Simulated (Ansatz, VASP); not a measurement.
# Cross-check of InGa2As3 between VASP and Ansatz, part 2 of 2

Wanted: the spread between two codes on one cell, functional and k mesh. The cell is taken from a series of runs on this material, whose earlier steps may have relaxed, scaled, displaced or heated it; both programs get it as it stands.

VASP 6.6.1 and Ansatz 0.2.0.

So far: The starting structure; Ansatz: relaxation of cell and atoms, PBEsol.

## 3. VASP: relaxation of cell and atoms, PBEsol

Level of this step: PBEsol; plane waves and PAW (In_d, As, Ga_d) (VASP).

The same cell, functional, mesh and smearing now go to VASP, with its own data sets.

Lines of VASP's logs that name or quote its potential files are left out, and so is its time.

INCAR

```
SYSTEM = InGa2As3
PREC = Accurate
ENCUT = 500
EDIFF = 1E-07
NELM = 120
ISMEAR = -1
SIGMA = 0.02
LREAL = .FALSE.
ALGO = Normal
GGA = PS
NBANDS = 66
LORBIT = 11
LWAVE = .FALSE.
LCHARG = .FALSE.
ISIF = 3
IBRION = 2
NSW = 80
EDIFFG = -0.005
LASPH = .TRUE.
GGA_COMPAT = .FALSE.
NELMIN = 4
KPAR = 2
```

POSCAR

```
InGa2As3
1.0
    4.1329330000      0.0000000000      0.0000000000
    0.0000000000      4.1329330000      0.0000000000
    0.0000000000      0.0000000000     17.1710040000
In As Ga
2 6 4
Direct
    0.0000000000      0.0000000000      0.0398113005
    0.5000001210      0.5000001210      0.2213208383
    0.5000001210      0.0000000000      0.1305660985
    0.0000000000      0.5000001210      0.3120755781
    0.5000001210      0.0000000000      0.4824529771
    0.0000000000      0.5000001210      0.6416982373
    0.5000001210      0.0000000000      0.8009434393
    0.0000000000      0.5000001210      0.9601886995
    0.0000000000      0.0000000000      0.4028303761
    0.5000001210      0.5000001210      0.5620755781
    0.0000000000      0.0000000000      0.7213208383
    0.5000001210      0.5000001210      0.8805660985
```

KPOINTS

```
Automatic mesh
0
Gamma
6 6 2
0 0 0
```

Potentials, in the order of the species: In_d, As and Ga_d (PBE family, release 64).

Launch:

```sh
$ mpirun -np 2 vasp_std
```

Numbers of over 12 decimals in the logs are rounded to 6 here.

Output:

```text
[banner, memory and clock lines left out]
running    2 mpi-ranks, on    1 nodes
 distrk:  each k-point on    1 cores,    2 groups
 distr:  one band on    1 cores,    1 groups

 POSCAR found type information on POSCAR InAsGa
 POSCAR found :  3 types and      12 ions
|                                                                             |
|               ----> ADVICE to this user running VASP <----                  |
|                                                                             |
|     You enforced a specific xc type in the INCAR file but a different       |
|     [... a line on the potential file left out ...]
|     I HOPE YOU KNOW WHAT YOU ARE DOING!                                     |
|                                                                             |

 LDA part: xc-table for (Slater+PW92), standard interpolation
 POSCAR, INCAR and KPOINTS ok, starting setup
 FFT: planning ... GRIDC
 FFT: planning ... GRID_SOFT
 FFT: planning ... GRID
 WAVECAR not read
 entering main loop
       N       E                     dE             d eps       ncg     rms          rms(c)
DAV:   1     0.107171870457E+04    0.10717E+04   -0.45287E+04  4498   0.211E+03
DAV:   2     0.153982880137E+03   -0.91774E+03   -0.88703E+03  4392   0.597E+02
DAV:   3    -0.380568120188E+02   -0.19204E+03   -0.18409E+03  4906   0.217E+02
DAV:   4    -0.535536373544E+02   -0.15497E+02   -0.15267E+02  5232   0.592E+01
DAV:   5    -0.541828648936E+02   -0.62923E+00   -0.62646E+00  5726   0.130E+01    0.101E+01
DAV:   6    -0.529712363507E+02    0.12116E+01   -0.22534E+00  5964   0.148E+01    0.482E+00
DAV:   7    -0.528021492114E+02    0.16909E+00   -0.11763E+00  6008   0.461E+00    0.149E+00
DAV:   8    -0.527908917984E+02    0.11257E-01   -0.16113E-01  5612   0.329E+00    0.636E-01
DAV:   9    -0.527922716801E+02   -0.13799E-02   -0.17822E-02  5828   0.902E-01    0.542E-01
DAV:  10    -0.527923321756E+02   -0.60496E-04   -0.26648E-03  5966   0.520E-01    0.268E-01
DAV:  11    -0.527922212332E+02    0.11094E-03   -0.19329E-03  5862   0.498E-01    0.524E-02
DAV:  12    -0.527922301732E+02   -0.89400E-05   -0.39665E-04  5336   0.189E-01    0.395E-02
DAV:  13    -0.527922406500E+02   -0.10477E-04   -0.84317E-05  5900   0.758E-02    0.178E-02
DAV:  14    -0.527922425345E+02   -0.18845E-05   -0.15680E-05  5388   0.285E-02    0.497E-03
DAV:  15    -0.527922422577E+02    0.27681E-06   -0.37394E-06  6000   0.345E-02    0.826E-03
DAV:  16    -0.527922425184E+02   -0.26072E-06   -0.13553E-06  5242   0.745E-03    0.241E-03
DAV:  17    -0.527922426577E+02   -0.13925E-06   -0.19903E-07  3386   0.664E-03    0.143E-03
DAV:  18    -0.527922426427E+02    0.15018E-07   -0.42765E-08  2684   0.159E-03
   1 F= -.52792243E+02 E0= -.52791611E+02  d E =-.527922E+02
[... from here on, the cycles between the ionic steps are left out ...]
   2 F= -.52976026E+02 E0= -.52975460E+02  d E =-.183783E+00
  10 F= -.53085443E+02 E0= -.53084915E+02  d E =-.504749E-02
  11 F= -.53089710E+02 E0= -.53089151E+02  d E =-.931391E-02
  12 F= -.53089819E+02 E0= -.53089268E+02  d E =-.942326E-02
  13 F= -.53091569E+02 E0= -.53091009E+02  d E =-.175016E-02
  14 F= -.53091838E+02 E0= -.53091277E+02  d E =-.201882E-02
  15 F= -.53091903E+02 E0= -.53091343E+02  d E =-.652825E-04
  16 F= -.53091906E+02 E0= -.53091346E+02  d E =-.683674E-04
  17 F= -.53091923E+02 E0= -.53091363E+02  d E =-.169205E-04
  18 F= -.53091925E+02 E0= -.53091365E+02  d E =-.188293E-04
  19 F= -.53091925E+02 E0= -.53091365E+02  d E =-.190065E-04
 curvature:  -0.73 expect dE=-0.386E-05 dE for cont linesearch -0.534E-09
 trial: gam= 0.22662 g(F)=  0.425E-05 g(S)=  0.106E-05 ort =-0.153E-06 (trialstep = 0.996E+00)
 search vector abs. value=  0.687E-05
 bond charge predicted
       N       E                     dE             d eps       ncg     rms          rms(c)
DAV:   1    -0.530919319753E+02   -0.68280E-05   -0.44073E-04  5042   0.915E-02    0.144E-02
DAV:   2    -0.530919306230E+02    0.13523E-05   -0.22554E-05  5706   0.381E-02    0.767E-03
DAV:   3    -0.530919293244E+02    0.12986E-05   -0.23617E-06  6228   0.129E-02    0.248E-03
DAV:   4    -0.530919291579E+02    0.16646E-06   -0.64155E-07  4578   0.786E-03    0.927E-04
DAV:   5    -0.530919291360E+02    0.21939E-07   -0.11739E-07  2554   0.468E-03
  20 F= -.53091929E+02 E0= -.53091369E+02  d E =-.395535E-05
 trial-energy change:   -0.000004  1 .order   -0.000004   -0.000005   -0.000003
 step:   2.2743(harm=  2.2743)  dis= 0.00076  next Energy=   -53.091931 (dE=-0.599E-05)
 reached required accuracy - stopping structural energy minimisation
```

From OUTCAR (step 3):

```text
ion  position               nearest neighbor table
   1  0.000  0.000  0.040-   8 2.48   8 2.48   3 2.59   3 2.59
   2  0.500  0.500  0.221-   4 2.59   3 2.59   4 2.59   3 2.59
   3  0.500  0.000  0.131-   2 2.59   1 2.59   2 2.59   1 2.59
   4  0.000  0.500  0.312-   2 2.59   9 2.59   2 2.59   9 2.59
   5  0.500  0.000  0.482-  10 2.48   9 2.48  10 2.48   9 2.48
   6  0.000  0.500  0.642-  11 2.48  10 2.48  11 2.48  10 2.48
   7  0.500  0.000  0.801-  11 2.48  12 2.48  11 2.48  12 2.48
   8  0.000  0.500  0.960-   1 2.48  12 2.48   1 2.48  12 2.48
   9  0.000  0.000  0.403-   5 2.48   5 2.48   4 2.59   4 2.59
  10  0.500  0.500  0.562-   5 2.48   6 2.48   5 2.48   6 2.48
  11  0.000  0.000  0.721-   7 2.48   6 2.48   7 2.48   6 2.48
  12  0.500  0.500  0.881-   8 2.48   7 2.48   8 2.48   7 2.48

  LATTYP: Found a simple tetragonal cell.
 ALAT       =     4.1329330000
 C/A-ratio  =     4.1546775619

 Subroutine GETGRP returns: Found  4 space group operations
 (whereof  4 operations were pure point group operations)

The static configuration has the point symmetry C_2v.

 Found     32 irreducible k-points:

   k-points           NKPTS =     32   k-points in BZ     NKDIM =     32   number of bands    NBANDS=     66

   dimension x,y,z NGX =    30 NGY =   30 NGZ =  126
   dimension x,y,z NGXF=    60 NGYF=   60 NGZF=  252

   ENCUT  =  500.0 eV  36.75 Ry    6.06 a.u.   7.54  7.54 31.31*2*pi/ulx,y,z

   NELECT =     108.0000    total number of electrons

 k-points in reciprocal lattice and weights: Automatic mesh
   0.00000000  0.00000000  0.00000000       0.014
   0.16666667  0.00000000  0.00000000       0.028
   0.00000000  0.16666667  0.00000000       0.028
   0.33333333  0.00000000  0.00000000       0.028
   0.00000000  0.33333333  0.00000000       0.028
   0.50000000  0.00000000  0.00000000       0.014
   0.00000000  0.50000000  0.00000000       0.014
   0.16666667  0.16666667  0.00000000       0.056
   0.33333333  0.16666667  0.00000000       0.056
[...]
-0.33333333  0.50000000  0.50000000       0.028
   0.50000000  0.50000000  0.50000000       0.014

 average (electrostatic) potential at core
       1 -96.8512       2 -96.8507       3 -49.8907       4 -49.9876       5 -50.0834
       6 -50.0847       7 -50.0840       8 -49.9887       9 -66.1041      10 -66.0852
      11 -66.0858      12 -66.1054

 E-fermi :   4.0093

 k-point     1 :       0.0000    0.0000    0.0000
  band No.  band energies     occupation
    ...
     51       3.0686      2.00000
     52       3.8849      1.99604
     53       3.9886      1.47514
     54       3.9976      1.28362
     55       3.9977      1.28333
     56       5.1680      0.00000
     57       5.2081      0.00000
     58       5.5405      0.00000
     59       5.6215      0.00000
     60       6.3444      0.00000
    ...

 k-point     2 :       0.1667    0.0000    0.0000
  band No.  band energies     occupation
    ...
     50       3.0341      2.00000
     51       3.1003      2.00000
     52       3.1073      2.00000
     53       3.3748      2.00000
     54       3.9023      1.99057
     55       5.4334      0.00000
     56       5.4895      0.00000
     57       5.7661      0.00000
     58       5.8242      0.00000
     59       5.9646      0.00000
    ...

 k-point     3 :       0.0000    0.1667    0.0000
  band No.  band energies     occupation
    ...
     50       3.0341      2.00000
     51       3.1001      2.00000
     52       3.1069      2.00000
     53       3.3748      2.00000
     54       3.9024      1.99051
     55       5.4330      0.00000
     56       5.4899      0.00000
     57       5.7653      0.00000
     58       5.8242      0.00000
     59       5.9644      0.00000
    ...

  Total        0.0009765     -0.0058951      0.0028806      0.0000000      0.0000000      0.0000000
  in kB        0.0053228     -0.0321351      0.0157023      0.0000000      0.0000000      0.0000000
  external PRESSURE =      -0.0037033 kB  Pullay stress =       0.0000000 kB

  energy-cutoff  :      500.00
  volume of cell :      293.92
      direct lattice vectors                 reciprocal lattice vectors
     4.102334400  0.000000000  0.000000000     0.243763648  0.000000000  0.000000000
     0.000000000  4.102380091  0.000000000     0.000000000  0.243760933  0.000000000
     0.000000000  0.000000000 17.464468740     0.000000000  0.000000000  0.057259114

 POSITION                                       TOTAL-FORCE (eV/Angst)
 -----------------------------------------------------------------------------------
      0.00000      0.00000      0.81131         0.000000      0.000000      0.001914
      2.05117      2.05119      4.00673         0.000000      0.000000      0.000368
      2.05117      0.00000      2.40874         0.000000      0.000000      0.003270
      0.00000      2.05119      5.61798         0.000000      0.000000      0.002180
      2.05117      0.00000      8.37611         0.000000      0.000000     -0.001398
      0.00000      2.05119     11.14308         0.000000      0.000000     -0.001888
      2.05117      0.00000     13.90920         0.000000      0.000000     -0.000831
      0.00000      2.05119     16.66519         0.000000      0.000000      0.001162
      0.00000      0.00000      6.99008         0.000000      0.000000      0.000506
      2.05117      2.05119      9.75963         0.000000      0.000000     -0.001653
      0.00000      0.00000     12.52623         0.000000      0.000000     -0.000661
      2.05117      2.05119     15.29436         0.000000      0.000000     -0.002969
 -----------------------------------------------------------------------------------
    total drift:                               -0.000773     -0.000773      0.000706

  FREE ENERGIE OF THE ION-ELECTRON SYSTEM (eV)
  ---------------------------------------------------
  free  energy   TOTEN  =       -53.0919291360 eV

  energy  without entropy=      -53.0908088151  energy(sigma->0) =      -53.09136898

 reached required accuracy - stopping structural energy minimisation

 total charge
# of ion       s       p       d       tot
------------------------------------------
    1        0.850   0.759   9.891  11.501
    2        0.850   0.759   9.891  11.500
    3        1.221   1.579   0.024   2.823
    4        1.218   1.573   0.026   2.817
    5        1.217   1.565   0.029   2.810
    6        1.216   1.566   0.029   2.811
    7        1.216   1.565   0.029   2.811
    8        1.218   1.573   0.026   2.818
    9        0.884   0.767   9.990  11.641
   10        0.884   0.772   9.988  11.644
   11        0.884   0.772   9.988  11.645
   12        0.884   0.768   9.990  11.642
--------------------------------------------------
tot         12.543  14.018  59.903  86.464

[... 3 further parts left out ...]
```

CONTCAR:

```
InGa2As3
   1.00000000000000
     4.1023344000056330    0.0000000000000000    0.0000000000000000
     0.0000000000000000    4.1023800908349042    0.0000000000000000
     0.0000000000000000    0.0000000000000000   17.4644687400270584
  In              As              Ga
     2     6     4
Direct
     0.0000000000000000    0.0000000000000000    0.0464549112926509
     0.5000001209999994    0.5000001209999994    0.2294219777989899
     0.5000001209999994    0.0000000000000000    0.1379225351939327
     0.0000000000000000    0.5000001209999994    0.3216806186873150
     0.5000001209999994    0.0000000000000000    0.4796088552263763
     0.0000000000000000    0.5000001209999994    0.6380427757668243
     0.5000001209999994    0.0000000000000000    0.7964283136398623
     0.0000000000000000    0.5000001209999994    0.9542342386948197
     0.0000000000000000    0.0000000000000000    0.4002458397419350
     0.5000001209999994    0.5000001209999994    0.5588278541384190
     0.0000000000000000    0.0000000000000000    0.7172408378030662
     0.5000001209999994    0.5000001209999994    0.8757413016158082
```

The run keeps the 4 symmetry operations of its start, so it cannot find a distortion of lower symmetry.

## 4. Side by side

Known differences besides the potentials themselves: the data sets hold 168 valence electrons in Ansatz (on its PAW soft_1 files) and 108 in VASP; the cutoff is 420 eV in Ansatz and 500 eV in VASP; Ansatz makes its cores anew for this functional, VASP keeps those of its PBE data sets; Ansatz adds a Pulay correction to the stress that steers its cell, VASP none. Total energies have different zeros and are not compared.

The two programs side by side:

```
                                         quantity  Ansatz    VASP  difference
                                      volume (Å³)  293.38  293.92     -0.18 %
edge a after relaxation, in the typed setting (Å)   4.100   4.102     -0.06 %
edge c after relaxation, in the typed setting (Å)  17.454  17.465     -0.06 %
```

## 5. Results

| Property | Result |
| --- | --- |
| difference in volume (relaxation of cell and atoms, PBEsol) | -0.18 % |

The difference in volume is -0.18 % (relaxation of cell and atoms, PBEsol), within the 1.2 % picked in this series as the mark of a large difference, as far as the stopping tolerances let one tell. The data sets hold unlike numbers of valence electrons (168 in Ansatz and 108 in VASP), so part of the differences comes from the potentials. 2 further runs of this series are not shown here. Such differences can come from data sets, numerical settings and the points named under the comparisons, not from the functional's error against experiment.

[Lines on the potential files, build, host, timing and source positions are cut from VASP's logs without a mark.]

[Logs are printed without paths, hosts, clocks, repeated set-up lines and the standing remarks that a program may print on its own settings, such as how far it seeks lower states.]

[Hosts, paths, dates, database ids (printed as entryN), source tags and the programs' standing remarks are cut or masked in the printed files.]
